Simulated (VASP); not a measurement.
# BaTiO3 (P4mm) in VASP: notebook, part 2 of 2

VASP 6.6.1. Earlier steps stand in the parts before.

### Step 3. Relaxation of shape and atoms at fixed volume, PBE (a relaxed cell with its volume scaled by 1.02)

File INCAR:

```
SYSTEM = BaTiO3
ALGO = Normal ; EDIFF = 1E-7
EDIFFG = -0.01 ; ENCUT = 600
GGA = PE ; IBRION = 2
ISIF = 4 ; ISMEAR = 0
KPAR = 2 ; LASPH = .True.
LCHARG = .False. ; LREAL = .False.
LWAVE = .False. ; NELM = 80
NSW = 40 ; PREC = Accurate
SIGMA = 0.03
```

File KPOINTS:

```
k-points
0
Gamma
  8 8 8
  0 0 0
```

File POSCAR:

```
BaTiO3                                  
1.0
    4.0216258776      0.0000000000      0.0000000000
    0.0000000000      4.0216258776      0.0000000000
    0.0000000000     -0.0000000000      4.2506676721
  Ba              Ti              O             
     1     1     3
Direct
     1.0000000000000000    1.0000000000000000    0.9905853847144678
     0.5000000000000000    0.5000000000000000    0.4717193836751931
     0.5000000000000000    0.5000000000000000    0.0416894780916856
     0.5000000000000000    0.0000000000000000    0.5195028767593300
     1.0000000000000000    0.5000000000000000    0.5195028767593300
```

Potentials or basis: VASP PAW PBE potentials, release 64 (Ba_sv, Ti_sv, O).

Started as:

```
> cat potpaw_PBE.64/Ba_sv/POTCAR potpaw_PBE.64/Ti_sv/POTCAR potpaw_PBE.64/O/POTCAR > POTCAR
> mpirun -np 2 vasp_std > vasp.out
```

It took 3.9 min on 2 MPI ranks of AMD EPYC 9R45 (Zen 5), shared host; peak memory 0.28 GiB.

Results (log left out):

- Free energy: -40.0476 eV
- Energy gained by relaxing: 1.1 meV/atom
- Ionic steps: 10
- Pressure after relaxing: -1.5 GPa
- Largest force after relaxing: 0.003 eV/Å
- Band gap on the k mesh: 1.76 eV, indirect (least direct gap 2.38 eV)

Forces in eV/Å, atoms in the order of the input:
```
Ba   0.000  0.000 -0.003
Ti   0.000  0.000  0.003
O    0.000  0.000  0.001
O    0.000  0.000 -0.001
O    0.000  0.000 -0.001
```

Step by step:
```
step  energy change (eV)  largest force (eV/Å)  pressure (GPa)
   1              0.0000                0.2521           -2.90
   2             -0.0022                0.0700           -2.30
   3             -0.0022                0.0460           -2.38
   4             -0.0036                0.0447           -2.18
   5             -0.0051                0.0491           -1.65
   6             -0.0055                0.0366           -1.65
   7             -0.0055                0.0498           -1.64
   8             -0.0056                0.0767           -1.46
   9             -0.0057                0.0325           -1.54
  10             -0.0057                0.0033           -1.53
```

Final structure:
```yaml
crystal:
  lattice:
    - [3.99716, 0.00000, 0.00000]
    - [0.00000, 3.99716, 0.00000]
    - [0.00000, 0.00000, 4.30286]
  atoms:
    - { symbol: Ba, position: [0.00000, 0.00000, 0.98532] }
    - { symbol: Ti, position: [0.50000, 0.50000, 0.46755] }
    - { symbol: O, position: [0.50000, 0.50000, 0.04802] }
    - { symbol: O, position: [0.50000, 0.00000, 0.52106] }
    - { symbol: O, position: [0.00000, 0.50000, 0.52106] }
```

Levels at points of the mesh, in eV from the valence-band top:
| k point | band 18 | band 19 | band 20 | band 21 | band 22 | band 23 |
| --- | --- | --- | --- | --- | --- | --- |
| (0.00, 0.00, 0.00) | -1.17 | -0.62 | -0.62 | 1.76 | 2.51 | 2.51 |
| (0.50, 0.00, 0.00) | -1.77 | -1.72 | -1.53 | 2.56 | 3.32 | 3.44 |
| (0.50, 0.50, 0.00) | -1.22 | -1.22 | -0.05 | 3.48 | 3.48 | 3.78 |
| (0.00, 0.00, 0.50) | -1.98 | -0.75 | -0.75 | 1.87 | 3.33 | 3.33 |
| (0.50, 0.00, 0.50) | -1.29 | -1.17 | -0.65 | 3.34 | 3.38 | 3.55 |
| (0.50, 0.50, 0.50) | -0.60 | -0.60 | 0.00 | 3.79 | 3.79 | 3.93 |

Caveat: spin-orbit coupling is left out, which moves the levels of the heavy elements. A k mesh can miss the band edges.

### Step 4. Relaxation of shape and atoms at fixed volume, PBE (a relaxed cell with its volume scaled by 1.04)

INCAR is that of step 3.

KPOINTS is that of step 3.

POSCAR: that of step 3 with these lines changed.

```diff
@@ -2,5 +2,5 @@
 1.0
-    4.0216258776      0.0000000000      0.0000000000
-    0.0000000000      4.0216258776      0.0000000000
-    0.0000000000     -0.0000000000      4.2506676721
+    4.0477410631      0.0000000000      0.0000000000
+    0.0000000000      4.0477410631      0.0000000000
+    0.0000000000     -0.0000000000      4.2782701836
   Ba              Ti              O
```

Started as:

```
> cat potpaw_PBE.64/Ba_sv/POTCAR potpaw_PBE.64/Ti_sv/POTCAR potpaw_PBE.64/O/POTCAR > POTCAR
> mpirun -np 2 vasp_std > vasp.out
```

Run time: 5.8 min. Hardware: 2 MPI ranks of AMD EPYC 9R45 (Zen 5), shared host; peak memory 0.28 GiB.

Results (log left out):

| Property | Result |
| --- | --- |
| Free energy | -40.0328 eV |
| Energy gained by relaxing | 4.8 meV/atom |
| Ionic steps | 16 |
| Pressure after relaxing | -2.6 GPa |
| Largest force after relaxing | 0.008 eV/Å |
| Band gap on the k mesh | 1.76 eV, indirect (least direct gap 2.43 eV) |

Forces in eV/Å, atoms in the order of the input:
```
Ba   0.000  0.000 -0.004
Ti   0.000  0.000 -0.008
O    0.000  0.000  0.006
O    0.000  0.000  0.003
O    0.000  0.000  0.003
```

Step by step:
| step | energy change (eV) | largest force (eV/Å) | pressure (GPa) |
| --- | --- | --- | --- |
| 1 | 0.0000 | 0.4865 | -5.52 |
| 2 | -0.0087 | 0.1300 | -4.36 |
| 3 | -0.0089 | 0.0875 | -4.50 |
| 4 | -0.0144 | 0.0876 | -4.10 |
| 5 | -0.0204 | 0.0979 | -3.07 |
| 6 | -0.0204 | 0.1105 | -2.94 |
| 7 | -0.0221 | 0.1134 | -3.09 |
| 8 | -0.0221 | 0.1209 | -3.09 |
| 9 | -0.0232 | 0.0730 | -2.95 |
| 10 | -0.0234 | 0.0664 | -2.85 |
| 11 | -0.0238 | 0.0440 | -2.80 |
| 12 | -0.0240 | 0.0053 | -2.69 |
| 13 | -0.0241 | 0.0260 | -2.69 |
| 14 | -0.0241 | 0.0251 | -2.69 |
| 15 | -0.0241 | 0.0175 | -2.65 |
| 16 | -0.0241 | 0.0077 | -2.60 |

Final structure:
```cif
data_structure
_symmetry_space_group_name_H-M 'P 1'
_symmetry_Int_Tables_number 1
_cell_length_a 3.9920
_cell_length_b 3.9920
_cell_length_c 4.3987
_cell_angle_alpha 90.000
_cell_angle_beta 90.000
_cell_angle_gamma 90.000
_cell_volume 70.10
loop_
_atom_site_label
_atom_site_type_symbol
_atom_site_fract_x
_atom_site_fract_y
_atom_site_fract_z
_atom_site_occupancy
Ba1 Ba 0.00000 0.00000 0.97827 1
Ti1 Ti 0.50000 0.50000 0.46355 1
O1 O 0.50000 0.50000 0.05505 1
O2 O 0.50000 0.00000 0.52307 1
O3 O 0.00000 0.50000 0.52307 1
```

Levels at points of the mesh, in eV from the valence-band top:
```csv
k point,band 18,band 19,band 20,band 21,band 22,band 23
"(0.00, 0.00, 0.00)",-1.40,-0.67,-0.67,1.76,2.63,2.63
"(0.50, 0.00, 0.00)",-1.96,-1.74,-1.72,2.65,3.27,3.40
"(0.50, 0.50, 0.00)",-1.24,-1.24,-0.04,3.45,3.45,3.54
"(0.00, 0.00, 0.50)",-1.99,-0.76,-0.76,1.85,3.29,3.29
"(0.50, 0.00, 0.50)",-1.41,-1.24,-0.77,3.30,3.34,3.44
"(0.50, 0.50, 0.50)",-0.75,-0.75,0.00,3.69,3.69,3.87
```

Caveat: spin-orbit coupling is left out, which moves the levels of the heavy elements. A k mesh can miss the band edges.

### Step 5. Relaxation of shape and atoms at fixed volume, PBE (a relaxed cell with its volume scaled by 1.06)

INCAR is that of step 4.

KPOINTS is that of step 4.

POSCAR: that of step 4 with these lines changed.

```diff
@@ -2,5 +2,5 @@
 1.0
-    4.0477410631      0.0000000000      0.0000000000
-    0.0000000000      4.0477410631      0.0000000000
-    0.0000000000     -0.0000000000      4.2782701836
+    4.0735235485      0.0000000000      0.0000000000
+    0.0000000000      4.0735235485      0.0000000000
+    0.0000000000     -0.0000000000      4.3055210469
   Ba              Ti              O
```

Started as:

```
> cat potpaw_PBE.64/Ba_sv/POTCAR potpaw_PBE.64/Ti_sv/POTCAR potpaw_PBE.64/O/POTCAR > POTCAR
> mpirun -np 2 vasp_std > vasp.out
```

Run time: 7.8 min. Hardware: 2 MPI ranks of AMD EPYC 9R45 (Zen 5), shared host; peak memory 0.3 GiB.

The run converged. Its results:

```
Free energy                  : -40.0110 eV
Energy gained by relaxing    : 11.3 meV/atom
Ionic steps                  : 16
Pressure after relaxing      : -3.2 GPa
Largest force after relaxing : 0.010 eV/Å
Band gap on the k mesh       : 1.77 eV, indirect (least direct gap 2.48 eV)
```

Forces on the atoms (eV/Å):
```
Ba   0.000  0.000 -0.010
Ti   0.000  0.000  0.008
O    0.000  0.000 -0.005
O    0.000  0.000  0.003
O    0.000  0.000  0.003
```

Step by step:
```csv
step,energy change (eV),largest force (eV/Å),pressure (GPa)
1,0.0000,0.7055,-7.86
2,-0.0193,0.1835,-6.20
3,-0.0196,0.1257,-6.38
4,-0.0315,0.1278,-5.80
5,-0.0455,0.2311,-3.93
6,-0.0479,0.3246,-4.35
7,-0.0487,0.1974,-4.22
8,-0.0527,0.1263,-4.04
9,-0.0534,0.1246,-3.92
10,-0.0551,0.0683,-3.75
11,-0.0558,0.0332,-3.54
12,-0.0558,0.1369,-3.58
13,-0.0560,0.0493,-3.56
14,-0.0562,0.0295,-3.42
15,-0.0563,0.0106,-3.24
16,-0.0563,0.0095,-3.22
```

Final structure:
```
Ba Ti O
1.0
     3.98008    0.00000    0.00000
     0.00000    3.98008    0.00000
     0.00000    0.00000    4.51006
Ba Ti O
1 1 3
Direct
  0.00000 0.00000 0.96904
  0.50000 0.50000 0.45948
  0.50000 0.50000 0.06274
  0.50000 0.00000 0.52587
  0.00000 0.50000 0.52587
```

Levels at points of the mesh, in eV from the valence-band top:
| k point | band 17 | band 18 | band 19 | band 20 | band 21 | band 22 | band 23 | band 24 |
| --- | --- | --- | --- | --- | --- | --- | --- | --- |
| (0.00, 0.00, 0.00) | -1.65 | -1.56 | -0.71 | -0.71 | 1.77 | 2.78 | 2.78 | 3.77 |
| (0.50, 0.00, 0.00) | -2.08 | -2.01 | -1.93 | -1.76 | 2.77 | 3.23 | 3.36 | 3.91 |
| (0.50, 0.50, 0.00) | -2.42 | -1.25 | -1.25 | -0.03 | 3.29 | 3.42 | 3.42 | 3.77 |
| (0.00, 0.00, 0.50) | -2.25 | -2.02 | -0.76 | -0.76 | 1.85 | 3.29 | 3.29 | 3.94 |
| (0.50, 0.00, 0.50) | -2.05 | -1.53 | -1.32 | -0.90 | 3.29 | 3.32 | 3.34 | 4.57 |
| (0.50, 0.50, 0.50) | -2.84 | -0.92 | -0.92 | 0.00 | 3.59 | 3.59 | 3.81 | 5.11 |

Caveat: spin-orbit coupling is left out, which moves the levels of the heavy elements. A k mesh can miss the band edges.

### Step 6. The runs side by side

| cell | gap on the mesh (eV) | pressure (GPa) | largest force (eV/Å) |
| --- | --- | --- | --- |
| atoms relaxed at fixed volume | 1.77 | 0.0 | - |
| atoms relaxed at fixed volume from: a relaxed cell with its volume scaled by 1.02 | 1.76 | -1.5 | - |
| atoms relaxed at fixed volume from: a relaxed cell with its volume scaled by 1.04 | 1.76 | -2.6 | 0.01 |
| atoms relaxed at fixed volume from: a relaxed cell with its volume scaled by 1.06 | 1.77 | -3.2 | 0.01 |

Alike in all rows: task relaxation of shape and atoms at fixed volume; level PBE; potentials or basis VASP PAW PBE potentials, release 64 (Ba_sv, Ti_sv, O); no spin polarisation; k mesh 8 × 8 × 8; cutoff (eV) 600; smearing gaussian 0.03 eV.

Caveats: spin-orbit coupling is left out, which moves the levels of the heavy elements; the relaxation stopped at its first step, so nothing moved (some runs).

Absolute energies hang on the potentials; compare differences alone.
